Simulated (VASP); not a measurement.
# C (P4/mmm) in VASP: Wannier functions by SCDM with PBEsol+D3(BJ)

Aim: the Wannier functions by SCDM of C with PBEsol+D3(BJ).

All numbers are computed with VASP 6.6.1; they aren't measurements. Logs are shortened: lines on timing, memory, paths and dates and some standing lists are left out, and cuts for length are marked.

## (1) The undisturbed crystal

Symmetry: P4/mmm, No. 123, tetragonal system. The conventional cell has a = 4.255 Å, b = 4.255 Å, c = 1.282 Å, α = 90.00°, β = 90.00°, γ = 90.00°. Around C (site symmetry 4/mmm) lie 2 C at 1.28 Å.

The cell was built by a generator and needn't be a form met in nature.

## (2) Wannier functions by SCDM, PBEsol+D3(BJ) (volume scaled by 1.25)

The input, C.cif:

```cif
data_C
_cell_length_a 4.58374293
_cell_length_b 4.58374293
_cell_length_c 1.38130503
_cell_angle_alpha 90.00000000
_cell_angle_beta 90.00000000
_cell_angle_gamma 90.00000000
_space_group_name_H-M_alt 'P4/mmm'
_space_group_name_Hall '-P 4 2'
_space_group_IT_number 123
loop_
_space_group_symop_operation_xyz
'x,y,z'
'-x,-y,-z'
'-y,x,z'
'y,-x,-z'
'-x,-y,z'
'x,y,-z'
'y,-x,z'
'-y,x,-z'
'x,-y,-z'
'-x,y,z'
'-y,-x,-z'
'y,x,z'
'-x,y,-z'
'x,-y,z'
'y,x,-z'
'-y,-x,z'
loop_
_atom_site_label
_atom_site_type_symbol
_atom_site_symmetry_multiplicity
_atom_site_Wyckoff_symbol
_atom_site_fract_x
_atom_site_fract_y
_atom_site_fract_z
_atom_site_occupancy
C1 C 1 d 0.5000000000 0.5000000000 0.5000000000 1
```

The input, POSCAR:

```
C 
 1.0000000000000000
     4.5837429299999997    0.0000000000000000    0.0000000000000000
     0.0000000000000000    4.5837429299999997    0.0000000000000000
     0.0000000000000000    0.0000000000000000    1.3813050300000000
 C  
   1
Cartesian
  2.2918714649999998  2.2918714649999998  0.6906525150000000
```

The input, INCAR.step1:

```
PREC = Accurate
ENCUT = 900
EDIFF = 1E-7
ISMEAR = -1
SIGMA = 0.02
LREAL = False
LASPH = True
NELM = 100
ALGO = Fast
ISIF = 2
LWAVE = True
LCHARG = True
GGA = PS
IVDW = 12
```

The input, INCAR.step2:

```
PREC = Accurate
ENCUT = 900
EDIFF = 1E-7
ISMEAR = -1
SIGMA = 0.02
LREAL = False
LASPH = True
NELM = 100
ALGO = Fast
ISIF = 2
LWAVE = False
LCHARG = False
GGA = PS
IVDW = 12
ISTART = 1
ICHARG = 11
ISYM = -1
NUM_WANN = 2
LSCDM = True
```

The input, KPOINTS:

```
regular mesh
0
Gamma
  6 6 19
```

The input, KPOINTS_OPT:

```
path GXMGZRAZ,XR,MA
12
line-mode
reciprocal
 0.0000000000  0.0000000000  0.0000000000  G
 0.0000000000  0.5000000000  0.0000000000  X

 0.0000000000  0.5000000000  0.0000000000  X
 0.5000000000  0.5000000000  0.0000000000  M

 0.5000000000  0.5000000000  0.0000000000  M
 0.0000000000  0.0000000000  0.0000000000  G

 0.0000000000  0.0000000000  0.0000000000  G
 0.0000000000  0.0000000000  0.5000000000  Z

 0.0000000000  0.0000000000  0.5000000000  Z
 0.0000000000  0.5000000000  0.5000000000  R

 0.0000000000  0.5000000000  0.5000000000  R
 0.5000000000  0.5000000000  0.5000000000  A

 0.5000000000  0.5000000000  0.5000000000  A
 0.0000000000  0.0000000000  0.5000000000  Z

 0.0000000000  0.5000000000  0.0000000000  X
 0.0000000000  0.5000000000  0.5000000000  R

 0.5000000000  0.5000000000  0.0000000000  M
 0.5000000000  0.5000000000  0.5000000000  A
```

The input, KPOINTS_WAN:

```
path GXMGZRAZ,XR,MA
12
line-mode
reciprocal
 0.0000000000  0.0000000000  0.0000000000  G
 0.0000000000  0.5000000000  0.0000000000  X

 0.0000000000  0.5000000000  0.0000000000  X
 0.5000000000  0.5000000000  0.0000000000  M

 0.5000000000  0.5000000000  0.0000000000  M
 0.0000000000  0.0000000000  0.0000000000  G

 0.0000000000  0.0000000000  0.0000000000  G
 0.0000000000  0.0000000000  0.5000000000  Z

 0.0000000000  0.0000000000  0.5000000000  Z
 0.0000000000  0.5000000000  0.5000000000  R

 0.0000000000  0.5000000000  0.5000000000  R
 0.5000000000  0.5000000000  0.5000000000  A

 0.5000000000  0.5000000000  0.5000000000  A
 0.0000000000  0.0000000000  0.5000000000  Z

 0.0000000000  0.5000000000  0.0000000000  X
 0.0000000000  0.5000000000  0.5000000000  R

 0.5000000000  0.5000000000  0.0000000000  M
 0.5000000000  0.5000000000  0.5000000000  A
```

Potentials or basis: VASP PAW PBE potentials, release 64 (C_h).

Started as:

```sh
> ase convert -i cif -o vasp C.cif POSCAR
> cat potpaw_PBE.64/C_h/POTCAR > POTCAR
> cp INCAR.step1 INCAR
> mpirun -np 1 vasp_std > vasp.out
> cp INCAR.step2 INCAR
> mpirun -np 1 vasp_std > vasp.out
```

OUTCAR:

```text
PREC = Accurate
   ENCUT = 900
   EDIFF = 1E-7
   ISMEAR = -1
   LREAL = False
   LASPH = True
   NELM = 100
   ISIF = 2
   GGA = PS
   IVDW = 12
   ISTART = 1
   ICHARG = 11
   ISYM = -1
 IVDW          = 12

 ion  position               nearest neighbor table
   1  0.500  0.500  0.500-

IMPORTANT INFORMATION: All symmetrisations will be switched off!
NOSYMM: (Re-)initialisation of all symmetry stuff for point group C_1.

----------------------------------------------------------------------------------------

                                     Primitive cell

  volume of cell :      29.0222

  direct lattice vectors                    reciprocal lattice vectors
     4.583742930  0.000000000  0.000000000     0.218162322  0.000000000  0.000000000
     0.000000000  4.583742930  0.000000000     0.000000000  0.218162322  0.000000000
     0.000000000  0.000000000  1.381305030     0.000000000  0.000000000  0.723953058

  length of vectors
     4.583742930  4.583742930  1.381305030     0.218162322  0.218162322  0.723953058

  position of ions in fractional coordinates (direct lattice)
     0.500000000  0.500000000  0.500000000

  ion indices of the primitive-cell ions
   primitive index   ion index
                 1           1

----------------------------------------------------------------------------------------

 KPOINTS: regular mesh

Automatic generation of k-mesh.
 Grid dimensions read from file:
 generate k-points for:    6    6   19

 Generating k-lattice:

  Cartesian coordinates                     Fractional coordinates (reciprocal lattice)
     0.036360387  0.000000000  0.000000000     0.166666667  0.000000000  0.000000000
     0.000000000  0.036360387  0.000000000     0.000000000  0.166666667  0.000000000
     0.000000000  0.000000000  0.038102793     0.000000000  0.000000000  0.052631579

  Length of vectors
     0.036360387  0.036360387  0.038102793

  Shift w.r.t. Gamma in fractional coordinates (k-lattice)
     0.000000000  0.000000000  0.000000000

 Subroutine IBZKPT returns following result:
 ===========================================

 Found    684 irreducible k-points:

 Following reciprocal coordinates:
            Coordinates               Weight
  0.000000  0.000000  0.000000      1.000000
  0.166667  0.000000  0.000000      1.000000
  0.333333  0.000000  0.000000      1.000000
  0.500000  0.000000  0.000000      1.000000
 -0.333333  0.000000  0.000000      1.000000
 -0.166667  0.000000  0.000000      1.000000
[... 16 lines left out ...]
 -0.333333  0.500000  0.000000      1.000000
 -0.166667  0.500000  0.000000      1.000000
 [... further k-points ...]
   k-points           NKPTS =    684   k-points in BZ     NKDIM =    684   number of bands    NBANDS=      6
   number of dos      NEDOS =    301   number of ions     NIONS =      1
   total plane-waves  NPLWV =  32256
   dimension x,y,z NGX =    48 NGY =   48 NGZ =   14
   dimension x,y,z NGXF=    96 NGYF=   96 NGZF=   28
   ions per type =               1
   NGX,Y,Z   is equivalent  to a cutoff of  17.41, 17.41, 16.85 a.u.
   NGXF,Y,Z  is equivalent  to a cutoff of  34.82, 34.82, 33.70 a.u.
 SYSTEM =  unknown system
   PREC   = accura    normal or accurate (medium, high low for compatibility)
   ISTART =      1    job   : 0-new  1-cont  2-samecut
   ICHARG =     11    charge: 1-file 2-atom 10-const
   ISPIN  =      1    spin polarized calculation?
   LNONCOLLINEAR =      F non collinear calculations
   LSORBIT =      F    spin-orbit coupling
   LASPH  =      T    aspherical Exc in radial PAW
   ENCUT  =  900.0 eV  66.15 Ry    8.13 a.u.  11.21 11.21  3.38*2*pi/ulx,y,z
   NELM   =    100;   NELMIN=  2; NELMDL=  0     # of ELM steps
   EDIFF  = 0.1E-06   stopping-criterion for ELM
   LREAL  =      F    real-space projection
   EDIFFG = 0.1E-05   stopping-criterion for IOM
   NSW    =      0    number of steps for IOM
   IBRION =     -1    ionic relax: 0-MD 1-quasi-New 2-CG
   NFREE  =      0    steps in history (QN), initial steepest desc. (CG)
   ISIF   =      2    stress and relaxation
   ISYM   =     -1    0-nonsym 1-usesym 2-fastsym
   POTIM  = 0.5000    time-step for ionic-motion
   TEBEG  =    0.0;   TEEND  =   0.0 temperature during run
   PSTRESS=    0.0 pullay stress
   NELECT =       4.0000    total number of electrons
   NUPDOWN=      -1.0000    fix difference up-down
   EMIN   =  10.00;   EMAX   =-10.00  energy-range for DOS
   EFERMI =   0.00;   METHOD = LEGACY
   ISMEAR =    -1;   SIGMA  =   0.02  broadening in eV -4-tet -1-fermi 0-gaus
   EFERMI_NEDOS =   21; number of points for ismear=-14 and -15
   IALGO  =     68    algorithm
   IMIX   =      4    mixing-type and parameters
     AMIX     =   0.40;   BMIX     =  1.00
     AMIX_MAG =   1.60;   BMIX_MAG =  1.00
  volume/ion in A,a.u.               =      29.02       195.85
  Fermi-wavevector in a.u.,A,eV,Ry     =   0.845639  1.598025  9.729589  0.715105
  Thomas-Fermi vector in A             =   1.960859
   LORBIT       =      0    0 simple, 1 ext, 2 COOP (PROOUT), +10 PAW based schemes
   GGA     = PS    functional components
   LHFCALC =     F    Hartree Fock is set to
   AEXX    =    0.0000 exact exchange contribution
   IVDW    =    12    specifies the selected vdW correction
   LEPSILON=     F    determine dielectric tensor
   LRPA    =     F    only Hartree local field effects (RPA)
 non-spin polarized calculation
 RMM-DIIS sequential band-by-band and
  energy-cutoff  :      900.00
  volume of cell :       29.02
 maximum number of plane-waves:      1816
 NGX is ok and might be reduce to    48

 number of electron       4.0000000 magnetization

 Free energy of the ion-electron system (eV)
  ---------------------------------------------------
  ext. energy  EPLUGINS =         0.00000000
  ---------------------------------------------------
  free energy    TOTEN  =        -8.21107943 eV

  energy without entropy =       -8.20877855  energy(sigma->0) =       -8.20992899

 E-fermi :  -2.0010     XC(G=0):  -5.3440

 val. band max:       -2.0014146730   @ k =   0.3333   0.0000  -0.2632
 cond. band min:      -1.9935009936   @ k =  -0.3333  -0.1667  -0.2632
 fundamental gap:      0.0079136794
 Fermi energy:        -2.0009993122

 k-point     1 :       0.0000    0.0000    0.0000
  band No.  band energies     occupation
      1     -17.7546      2.00000
      2      -6.7559      2.00000
      3      -6.7559      2.00000
      4       1.7491      0.00000
      5       5.7129      0.00000
      6       9.5238      0.00000

 k-point     2 :       0.1667    0.0000    0.0000
  band No.  band energies     occupation
      1     -17.7500      2.00000
      2      -6.8238      2.00000
      3      -6.7499      2.00000
      4       2.0394      0.00000
      5       5.6484      0.00000
      6       8.6839      0.00000

 k-point     3 :       0.3333    0.0000    0.0000
  band No.  band energies     occupation
      1     -17.7408      2.00000
      2      -6.9540      2.00000
      3      -6.7379      2.00000
      4       2.8161      0.00000
      5       5.0088      0.00000
      6       7.9161      0.00000

 k-point     4 :       0.5000    0.0000    0.0000
  band No.  band energies     occupation
      1     -17.7362      2.00000
      2      -7.0167      2.00000
      3      -6.7318      2.00000
      4       3.8482      0.00000
      5       3.9301      0.00000
      6       7.6457      0.00000

 k-point     5 :      -0.3333    0.0000    0.0000
  band No.  band energies     occupation
      1     -17.7408      2.00000
      2      -6.9540      2.00000
      3      -6.7379      2.00000
      4       2.8161      0.00000
      5       5.0088      0.00000
      6       7.9163      0.00000

 k-point     6 :      -0.1667    0.0000    0.0000
  band No.  band energies     occupation
      1     -17.7500      2.00000
      2      -6.8238      2.00000
      3      -6.7499      2.00000
      4       2.0394      0.00000
      5       5.6484      0.00000
      6       8.8527      0.00000

 k-point     7 :       0.0000    0.1667    0.0000
  band No.  band energies     occupation
      1     -17.7500      2.00000
      2      -6.8238      2.00000
      3      -6.7499      2.00000
      4       2.0394      0.00000
      5       5.6485      0.00000
      6       8.7709      0.00000

 k-point     8 :       0.1667    0.1667    0.0000
  band No.  band energies     occupation
      1     -17.7455      2.00000
      2      -6.8213      2.00000
      3      -6.8117      2.00000
      4       2.3186      0.00000
      5       5.7305      0.00000
      6       7.2669      0.00000
[... 91 lines left out ...]
 k-point    19 :       0.0000    0.5000    0.0000
  band No.  band energies     occupation
      1     -17.7362      2.00000
      2      -7.0167      2.00000
      3      -6.7318      2.00000
      4       3.8482      0.00000
      5       3.9301      0.00000
      6       7.6457      0.00000

 k-point    20 :       0.1667    0.5000    0.0000
  band No.  band energies     occupation
      1     -17.7318      2.00000
      2      -7.0060      2.00000
      3      -6.7944      2.00000
      4       3.9198      0.00000
      5       4.2373      0.00000
      6       6.9939      0.00000

 k-point    21 :       0.3333    0.5000    0.0000
  band No.  band energies     occupation
      1     -17.7229      2.00000
      2      -6.9845      2.00000
      3      -6.9152      2.00000
      4       3.8893      0.00000
      5       5.2305      0.00000
      6       6.2551      0.00000

 k-point    22 :       0.5000    0.5000    0.0000
  band No.  band energies     occupation
      1     -17.7186      2.00000
      2      -6.9736      2.00000
      3      -6.9736      2.00000
      4       3.8678      0.00000
      5       5.9961      0.00000
      6       5.9961      0.00000

 k-point    23 :      -0.3333    0.5000    0.0000
  band No.  band energies     occupation
      1     -17.7229      2.00000
      2      -6.9845      2.00000
      3      -6.9152      2.00000
      4       3.8893      0.00000
      5       5.2305      0.00000
      6       6.2551      0.00000

 k-point    24 :      -0.1667    0.5000    0.0000
  band No.  band energies     occupation
      1     -17.7318      2.00000
      2      -7.0060      2.00000
      3      -6.7944      2.00000
      4       3.9198      0.00000
      5       4.2373      0.00000
      6       6.9939      0.00000

 [... further k-points ...]

------------------------ aborting loop because EDIFF is reached ----------------------------------------

 Edisp (eV)   -0.03639

 E8    (eV) :    -0.0171

  FORCE on cell =-STRESS in cart. coord.  units (eV):
  Direction    XX          YY          ZZ          XY          YZ          ZX
  --------------------------------------------------------------------------------------
  -------------------------------------------------------------------------------------
  Total      -0.10394    -0.10394    -8.00673    -0.00002    -0.00000    -0.00000
  in kB      -5.73805    -5.73815  -442.01373    -0.00097    -0.00003    -0.00003
  external pressure =     -151.16 kB  Pullay stress =        0.00 kB

 VOLUME and BASIS-vectors are now :
 -----------------------------------------------------------------------------
  energy-cutoff  :      900.00
  volume of cell :       29.02
      direct lattice vectors                 reciprocal lattice vectors
     4.583742930  0.000000000  0.000000000     0.218162322  0.000000000  0.000000000
     0.000000000  4.583742930  0.000000000     0.000000000  0.218162322  0.000000000
     0.000000000  0.000000000  1.381305030     0.000000000  0.000000000  0.723953058

 POSITION                                       TOTAL-FORCE (eV/Angst)
 -----------------------------------------------------------------------------------
      2.29187      2.29187      0.69065        -0.000000      0.000000     -0.000000
 -----------------------------------------------------------------------------------
    total drift:                               -0.000000      0.000000     -0.000000

  FREE ENERGIE OF THE ION-ELECTRON SYSTEM (eV)
  ---------------------------------------------------
  free  energy   TOTEN  =        -8.2474728921 eV

  energy  without entropy=       -8.2451720171  energy(sigma->0) =       -8.24632245
```

It took 1.8 min on 1 thread of Intel Xeon 6975P-C (Granite Rapids), shared host; peak memory 0.6 GiB.

What came out:

```
Band gap along the path    : none (metal or under the smearing width)
Dispersion energy per atom : -0.036 eV
```

Levels at the corners of the path, in eV from the Fermi level:
```csv
point,band 1,band 2,band 3,band 4,band 5
Γ,-15.75,-4.75,-4.75,3.75,7.71
X,-15.74,-5.02,-4.73,5.85,5.93
X,-15.74,-5.02,-4.73,5.85,5.93
M,-15.72,-4.97,-4.97,5.87,8.00
M,-15.72,-4.97,-4.97,5.87,8.00
Γ,-15.75,-4.75,-4.75,3.75,7.71
Γ,-15.75,-4.75,-4.75,3.75,7.71
Z,-8.64,5.02,8.57,8.57,20.76
Z,-8.64,5.02,8.57,8.57,20.76
R,-8.64,5.05,8.51,8.57,19.59
R,-8.64,5.05,8.51,8.57,19.59
A,-8.64,5.07,8.51,8.51,19.86
A,-8.64,5.07,8.51,8.51,19.86
Z,-8.64,5.02,8.57,8.57,20.76
X,-15.74,-5.02,-4.73,5.85,5.93
R,-8.64,5.05,8.51,8.57,19.59
M,-15.72,-4.97,-4.97,5.87,8.00
A,-8.64,5.07,8.51,8.51,19.86
```

Caveat: the cutoff is under 1.25 times the usual one of these potentials, so pressure, stress and relaxed cells hold a basis-set (Pulay) error; the PAW data sets were made with another functional, which shifts forces and pressure a little; pairwise dispersion overbinds metals, which lowers pressure and volume.

## (3) For comparison

An earlier run on the cell as given: functional PBE; potentials or basis VASP PAW PBE potentials, release 64 (C); cutoff 520 eV; k mesh 6 × 6 × 20; occupations fermi-dirac, width 0.05 eV; no spin polarisation.

* Pressure: 0.1 GPa
* Band gap on the k mesh: none (metal or under the smearing width)
